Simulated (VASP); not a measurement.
# InP (F-43m) in VASP: a series of runs

Runs on InP. Level: PBE. Tasks: single point.

Program: VASP 6.6.1. These are calculated values, not measurements. Logs are shortened: lines on timing, memory, paths and dates and some standing lists are left out, and cuts for length are marked.

**Measured values to compare with.**

A printed reference work, data compilation reports, for a bulk crystal of InP at 1.6 K: band gap 1.4236 eV (direct).

How close the calculation comes is told below.

### Step 1. The cell of the first run

It takes space group F-43m (No. 216, cubic). The conventional cell has a = 5.838 Å, b = 5.838 Å, c = 5.838 Å, α = 90.00°, β = 90.00°, γ = 90.00°. Within 3.3 Å of In (site symmetry -43m) lie 4 P at 2.53 Å. P (site symmetry -43m) has 4 In at 2.53 Å within 3.3 Å.

### Step 2. Single point, PBE (volume changed by -6%)

The input, INCAR:

```
PREC = Accurate ; ENCUT = 520
EDIFF = 1E-6 ; ISMEAR = 0
SIGMA = 0.01 ; LREAL = F
LASPH = T ; NELM = 80
ALGO = Normal ; ISIF = 2
LWAVE = F ; LCHARG = T
GGA = PE ; LELF = T
LVHAR = T ; NBANDS = 16
```

The input, KPOINTS:

```
Automatic mesh
0
Gamma
  6 6 6
```

The input, POSCAR:

```
InP
1.0
    0.0000000000      2.9192001672      2.9192001672
    2.9192001672      0.0000000000      2.9192001672
    2.9192001672      2.9192001672      0.0000000000
In P
1 1
Direct
    0.0000000000      0.0000000000      0.0000000000
    0.2500000000      0.2500000000      0.2500000000
```

Potentials or basis: VASP PAW PBE potentials, release 64 (In_d, P).

Run with:

```bash
$ cat potpaw_PBE.64/In_d/POTCAR potpaw_PBE.64/P/POTCAR > POTCAR
$ mpirun -np 1 vasp_std > vasp.out
```

OUTCAR:

```text
PREC = Accurate
   ENCUT = 520
   EDIFF = 1E-6
   ISMEAR = 0
   LREAL = F
   LASPH = T
   NELM = 80
   ISIF = 2
   GGA = PE

 ion  position               nearest neighbor table
   1  0.000  0.000  0.000-   2 2.53   2 2.53   2 2.53   2 2.53
   2  0.250  0.250  0.250-   1 2.53   1 2.53   1 2.53   1 2.53

  LATTYP: Found a face centered cubic cell.
 ALAT       =     5.8384003344

  Lattice vectors:

 A1 = (   0.0000000000,   2.9192001672,   2.9192001672)
 A2 = (   2.9192001672,   0.0000000000,   2.9192001672)
 A3 = (   2.9192001672,   2.9192001672,   0.0000000000)

Analysis of symmetry for initial positions (statically):
=====================================================================
 Subroutine PRICEL returns:
 Original cell was already a primitive cell.

 Routine SETGRP: Setting up the symmetry group for a
 face centered cubic supercell.

 Subroutine GETGRP returns: Found 24 space group operations
 (whereof 24 operations were pure point group operations)
 out of a pool of 48 trial point group operations.

The static configuration has the point symmetry T_d .

Analysis of symmetry for dynamics (positions and initial velocities):
=====================================================================
 Subroutine PRICEL returns:
 Original cell was already a primitive cell.

 Routine SETGRP: Setting up the symmetry group for a
 face centered cubic supercell.

 Subroutine GETGRP returns: Found 24 space group operations
 (whereof 24 operations were pure point group operations)
 out of a pool of 48 trial point group operations.

The dynamic configuration has the point symmetry T_d .

 Subroutine INISYM returns: Found 24 space group operations
 (whereof 24 operations are pure point group operations),
 and found     1 'primitive' translations

----------------------------------------------------------------------------------------

                                     Primitive cell

  volume of cell :      49.7533

  direct lattice vectors                    reciprocal lattice vectors
     0.000000000  2.919200167  2.919200167    -0.171279793  0.171279793  0.171279793
     2.919200167  0.000000000  2.919200167     0.171279793 -0.171279793  0.171279793
     2.919200167  2.919200167  0.000000000     0.171279793  0.171279793 -0.171279793

  length of vectors
     4.128372468  4.128372468  4.128372468     0.296665304  0.296665304  0.296665304

  position of ions in fractional coordinates (direct lattice)
     0.000000000  0.000000000  0.000000000
     0.250000000  0.250000000  0.250000000

  ion indices of the primitive-cell ions
   primitive index   ion index
                 1           1
                 2           2

----------------------------------------------------------------------------------------

 KPOINTS: Automatic mesh

Automatic generation of k-mesh.
 Grid dimensions read from file:
 generate k-points for:    6    6    6

 Generating k-lattice:

  Cartesian coordinates                     Fractional coordinates (reciprocal lattice)
    -0.028546632  0.028546632  0.028546632     0.166666667  0.000000000  0.000000000
     0.028546632 -0.028546632  0.028546632     0.000000000  0.166666667  0.000000000
     0.028546632  0.028546632 -0.028546632     0.000000000  0.000000000  0.166666667

  Length of vectors
     0.049444217  0.049444217  0.049444217

  Shift w.r.t. Gamma in fractional coordinates (k-lattice)
     0.000000000  0.000000000  0.000000000

 Subroutine IBZKPT returns following result:
 ===========================================

 Found     16 irreducible k-points:

 Following reciprocal coordinates:
            Coordinates               Weight
  0.000000  0.000000  0.000000      1.000000
  0.166667  0.000000  0.000000      8.000000
  0.333333  0.000000  0.000000      8.000000
  0.500000  0.000000  0.000000      4.000000
  0.166667  0.166667  0.000000      6.000000
  0.333333  0.166667  0.000000     24.000000
[... 8 lines left out ...]
 -0.333333  0.333333  0.166667     24.000000
 -0.333333  0.500000  0.166667     12.000000
   k-points           NKPTS =     16   k-points in BZ     NKDIM =     16   number of bands    NBANDS=     16
   number of dos      NEDOS =    301   number of ions     NIONS =      2
   total plane-waves  NPLWV =  32768
   dimension x,y,z NGX =    32 NGY =   32 NGZ =   32
   dimension x,y,z NGXF=    64 NGYF=   64 NGZF=   64
   ions per type =               1   1
   NGX,Y,Z   is equivalent  to a cutoff of  12.89, 12.89, 12.89 a.u.
   NGXF,Y,Z  is equivalent  to a cutoff of  25.77, 25.77, 25.77 a.u.
 SYSTEM =  unknown system
   PREC   = accura    normal or accurate (medium, high low for compatibility)
   ISTART =      0    job   : 0-new  1-cont  2-samecut
   ICHARG =      2    charge: 1-file 2-atom 10-const
   ISPIN  =      1    spin polarized calculation?
   LNONCOLLINEAR =      F non collinear calculations
   LSORBIT =      F    spin-orbit coupling
   LASPH  =      T    aspherical Exc in radial PAW
   ENCUT  =  520.0 eV  38.22 Ry    6.18 a.u.   7.68  7.68  7.68*2*pi/ulx,y,z
   NELM   =     80;   NELMIN=  2; NELMDL= -5     # of ELM steps
   EDIFF  = 0.1E-05   stopping-criterion for ELM
   LREAL  =      F    real-space projection
   EDIFFG = 0.1E-04   stopping-criterion for IOM
   NSW    =      0    number of steps for IOM
   IBRION =     -1    ionic relax: 0-MD 1-quasi-New 2-CG
   NFREE  =      0    steps in history (QN), initial steepest desc. (CG)
   ISIF   =      2    stress and relaxation
   ISYM   =      2    0-nonsym 1-usesym 2-fastsym
   POTIM  = 0.5000    time-step for ionic-motion
   TEBEG  =    0.0;   TEEND  =   0.0 temperature during run
   PSTRESS=    0.0 pullay stress
   NELECT =      18.0000    total number of electrons
   NUPDOWN=      -1.0000    fix difference up-down
   EMIN   =  10.00;   EMAX   =-10.00  energy-range for DOS
   EFERMI =   0.00;   METHOD = LEGACY
   ISMEAR =     0;   SIGMA  =   0.01  broadening in eV -4-tet -1-fermi 0-gaus
   EFERMI_NEDOS =   21; number of points for ismear=-14 and -15
   IALGO  =     38    algorithm
   IMIX   =      4    mixing-type and parameters
     AMIX     =   0.40;   BMIX     =  1.00
     AMIX_MAG =   1.60;   BMIX_MAG =  1.00
  volume/ion in A,a.u.               =      24.88       167.88
  Fermi-wavevector in a.u.,A,eV,Ry     =   1.166519  2.204401 18.514351  1.360766
  Thomas-Fermi vector in A             =   2.303031
   LORBIT       =      0    0 simple, 1 ext, 2 COOP (PROOUT), +10 PAW based schemes
   GGA     = PE    functional components
   LHFCALC =     F    Hartree Fock is set to
   AEXX    =    0.0000 exact exchange contribution
   IVDW    =     0    specifies the selected vdW correction
   LEPSILON=     F    determine dielectric tensor
   LRPA    =     F    only Hartree local field effects (RPA)
 non-spin polarized calculation
 Gauss-broadening in eV      SIGMA  =   0.01
  energy-cutoff  :      520.00
  volume of cell :       49.75
 maximum number of plane-waves:      1363
 NGX is ok and might be reduce to    32
   NGX = 15   NGY = 15   NGZ = 15

 number of electron      18.0000001 magnetization

 Free energy of the ion-electron system (eV)
  ---------------------------------------------------
  ext. energy  EPLUGINS =         0.00000000
  ---------------------------------------------------
  free energy    TOTEN  =        -8.35643514 eV

  energy without entropy =       -8.35643514  energy(sigma->0) =       -8.35643514

 E-fermi :   5.3802     XC(G=0):  -9.3321

 val. band max:        5.3227599608   @ k =   0.0000   0.0000   0.0000
 cond. band min:       6.0960380135   @ k =   0.0000   0.0000   0.0000
 fundamental gap:      0.7732780527
 Fermi energy:         5.3802273500

 k-point     1 :       0.0000    0.0000    0.0000
  band No.  band energies     occupation
      1      -8.8939      2.00000
      2      -8.8939      2.00000
      3      -8.8939      2.00000
      4      -8.7362      2.00000
      5      -8.7362      2.00000
      6      -6.2754      2.00000
[... 8 lines left out ...]
     15      14.7873      0.00000
     16      14.7873      0.00000

 k-point     2 :       0.1667    0.0000    0.0000
  band No.  band energies     occupation
      1      -8.9275      2.00000
      2      -8.8809      2.00000
      3      -8.8809      2.00000
      4      -8.7357      2.00000
      5      -8.7357      2.00000
      6      -5.9561      2.00000
[... 8 lines left out ...]
     15      13.9492      0.00000
     16      14.8472      0.00000

 k-point     3 :       0.3333    0.0000    0.0000
  band No.  band energies     occupation
      1      -8.9894      2.00000
      2      -8.8604      2.00000
      3      -8.8604      2.00000
      4      -8.7290      2.00000
      5      -8.7290      2.00000
      6      -5.1308      2.00000
[... 8 lines left out ...]
     15      14.4379      0.00000
     16      14.4379      0.00000

 k-point     4 :       0.5000    0.0000    0.0000
  band No.  band energies     occupation
      1      -9.0183      2.00000
      2      -8.8535      2.00000
      3      -8.8535      2.00000
      4      -8.7220      2.00000
      5      -8.7220      2.00000
      6      -4.5115      2.00000
[... 8 lines left out ...]
     15      15.9913      0.00000
     16      15.9913      0.00000
[... 172 lines left out ...]
 k-point    14 :       0.5000    0.3333    0.1667
  band No.  band energies     occupation
      1      -9.0317      2.00000
      2      -8.8372      2.00000
      3      -8.8180      2.00000
      4      -8.7567      2.00000
      5      -8.7171      2.00000
      6      -4.4878      2.00000
[... 8 lines left out ...]
     15      16.4953      0.00000
     16      17.1101      0.00000

 k-point    15 :      -0.3333    0.3333    0.1667
  band No.  band energies     occupation
      1      -9.0417      2.00000
      2      -8.8377      2.00000
      3      -8.8068      2.00000
      4      -8.7508      2.00000
      5      -8.7222      2.00000
      6      -3.9919      2.00000
[... 8 lines left out ...]
     15      16.4752      0.00000
     16      16.9434      0.00000

 k-point    16 :      -0.3333    0.5000    0.1667
  band No.  band energies     occupation
      1      -9.0617      2.00000
      2      -8.8186      2.00000
      3      -8.7937      2.00000
      4      -8.7657      2.00000
      5      -8.7134      2.00000
      6      -3.7819      2.00000
[... 8 lines left out ...]
     15      16.6205      0.00000
     16      17.3532      0.00000

------------------------ aborting loop because EDIFF is reached ----------------------------------------

  FORCE on cell =-STRESS in cart. coord.  units (eV):
  Direction    XX          YY          ZZ          XY          YZ          ZX
  --------------------------------------------------------------------------------------
  -------------------------------------------------------------------------------------
  Total        1.2923145      1.2923145      1.2923145      0.0000000     -0.0000000      0.0000000
  in kB       41.6156971     41.6156971     41.6156971      0.0000000     -0.0000000      0.0000000
  external PRESSURE =      41.6156971 kB  Pullay stress =       0.0000000 kB

 VOLUME and BASIS-vectors are now :
 -----------------------------------------------------------------------------
  energy-cutoff  :      520.00
  volume of cell :       49.75
      direct lattice vectors                 reciprocal lattice vectors
     0.000000000  2.919200167  2.919200167    -0.171279793  0.171279793  0.171279793
     2.919200167  0.000000000  2.919200167     0.171279793 -0.171279793  0.171279793
     2.919200167  2.919200167  0.000000000     0.171279793  0.171279793 -0.171279793

 POSITION                                       TOTAL-FORCE (eV/Angst)
 -----------------------------------------------------------------------------------
      0.00000      0.00000      0.00000        -0.000000     -0.000000      0.000000
      1.45960      1.45960      1.45960         0.000000      0.000000     -0.000000
 -----------------------------------------------------------------------------------
    total drift:                               -0.000000     -0.000000      0.000000

  FREE ENERGIE OF THE ION-ELECTRON SYSTEM (eV)
  ---------------------------------------------------
  free  energy   TOTEN  =        -8.3564351442 eV

  energy  without entropy=       -8.3564351442  energy(sigma->0) =       -8.35643514
```

Run time: 14 s. Hardware: 1 thread of AMD EPYC 7R13 (Zen 3), shared host; peak memory 0.15 GiB.

Results:

```
Free energy            : -8.3564 eV
Pressure               : 4.2 GPa
Band gap on the k mesh : 0.77 eV, direct
```

Caveat: the cell differs from its parent crystal (volume changed by -6%); spin-orbit coupling is left out, which moves the levels of the heavy elements.

### Step 3. Single point, PBE (volume changed by -3%)

The input, INCAR:

```
SYSTEM = InP
  PREC = Accurate
  ENCUT = 520
  EDIFF = 1E-6
  ISMEAR = 0
  SIGMA = 0.01
  LREAL = .False.
  LASPH = .True.
  NELM = 60
  ALGO = Normal
  ISIF = 2
  LWAVE = .False.
  LCHARG = .True.
  GGA = PE
  LELF = .True.
  LVHAR = .True.
  NBANDS = 16
```

The input, KPOINTS:

```
Automatic mesh
0
Gamma
  6 6 6
  0 0 0
```

The input, POSCAR:

```
InP
1.0
    0.0000000000      2.9499308484      2.9499308484
    2.9499308484      0.0000000000      2.9499308484
    2.9499308484      2.9499308484      0.0000000000
In P
1 1
Direct
    0.0000000000      0.0000000000      0.0000000000
    0.2500000000      0.2500000000      0.2500000000
```

Potentials or basis: VASP PAW PBE potentials, release 64 (In_d, P).

Run with:

```bash
$ cat potpaw_PBE.64/In_d/POTCAR potpaw_PBE.64/P/POTCAR > POTCAR
$ mpirun -np 1 vasp_std > vasp.out
```

It used 10 s of CPU time on 1 thread of AMD EPYC 7R13 Processor (Zen 3), with other jobs on the host.

It converged, with:

```
Free energy            : -8.3865 eV
Pressure               : 1.9 GPa
Band gap on the k mesh : 0.60 eV, direct
```

Levels at points of the mesh, in eV from the valence-band top:
| k point | band 6 | band 7 | band 8 | band 9 | band 10 | band 11 | band 12 | band 13 |
| --- | --- | --- | --- | --- | --- | --- | --- | --- |
| (0.00, 0.00, 0.00) | -11.38 | 0.00 | 0.00 | 0.00 | 0.60 | 4.09 | 4.09 | 4.09 |
| (0.50, 0.00, 0.00) | -9.72 | -5.63 | -0.94 | -0.94 | 1.45 | 4.81 | 4.81 | 7.06 |
| (0.50, 0.50, 0.00) | -9.09 | -5.67 | -2.25 | -2.25 | 1.79 | 2.27 | 9.09 | 9.46 |

Caveat: the cell differs from its parent crystal (volume changed by -3%); spin-orbit coupling is left out, which moves the levels of the heavy elements.

### Step 4. Single point, PBE

This run uses another cell than the first one, of 26.46 Å³/atom, 1.064 times its volume.

The input, INCAR:

```
SYSTEM = InP
ALGO = Normal
EDIFF = 1E-6
ENCUT = 520
GGA = PE
ISIF = 2
ISMEAR = 0
LASPH = .TRUE.
LCHARG = .FALSE.
LREAL = .FALSE.
LWAVE = .FALSE.
NBANDS = 16
NELM = 60
PREC = Accurate
SIGMA = 0.01
```

The input, KPOINTS:

```
k-points
0
G
  6 6 6
  0 0 0
```

The input, POSCAR:

```
InP
1.0
    0.0000000000      2.9800342627      2.9800342627
    2.9800342627      0.0000000000      2.9800342627
    2.9800342627      2.9800342627      0.0000000000
In P
1 1
Direct
    0.0000000000      0.0000000000      0.0000000000
    0.2500000000      0.2500000000      0.2500000000
```

Run with:

```bash
$ cat potpaw_PBE.64/In_d/POTCAR potpaw_PBE.64/P/POTCAR > POTCAR
$ mpirun -np 1 vasp_std > vasp.out
```

It used 9.7 s of CPU time on 1 thread of AMD EPYC 7R13 Processor (Zen 3) (shared host).

It converged, with:

- Free energy: -8.3954 eV
- Pressure: -0.1 GPa
- Band gap on the k mesh: 0.43 eV, direct

Levels at points of the mesh, in eV from the valence-band top:
```tsv
k point	band 5	band 6	band 7	band 8	band 9	band 10	band 11	band 12	band 13	band 14
(0.00, 0.00, 0.00)	-13.98	-11.19	0.00	0.00	0.00	0.43	4.08	4.08	4.08	8.35
(0.50, 0.00, 0.00)	-13.96	-9.62	-5.48	-0.90	-0.90	1.38	4.80	4.80	6.99	9.25
(0.50, 0.50, 0.00)	-13.95	-9.02	-5.54	-2.16	-2.16	1.84	2.26	8.91	9.26	9.26
```

Caveat: spin-orbit coupling is left out, which moves the levels of the heavy elements.

### Step 5. Summary

| cell | gap on the mesh (eV) | pressure (GPa) |
| --- | --- | --- |
| a = 4.128 Å, angles 60.0°, 2 atoms | 0.77 | 4.2 |
| a = 4.172 Å, angles 60.0°, 2 atoms | 0.60 | 1.9 |
| a = 4.214 Å, angles 60.0°, 2 atoms | 0.43 | -0.1 |

Alike in all rows: task single point; level PBE; potentials or basis VASP PAW PBE potentials, release 64 (In_d, P); no spin polarisation; k mesh 6 × 6 × 6; cutoff (eV) 520; smearing gaussian 0.01 eV.

Caveats: spin-orbit coupling is left out, which moves the levels of the heavy elements.

Absolute energies hang on the potentials; compare differences alone.

### Step 6. Against experiment

Step 4. Against the measured gap of InP, 1.4236 eV (direct; 1.6 K; a printed reference work, data compilation), the calculated 0.43 eV is off by -0.99 eV. Spin-orbit coupling on In is left out. The value is that of PBE, without temperature or zero-point motion. Semilocal functionals fall short of measured gaps as a rule.
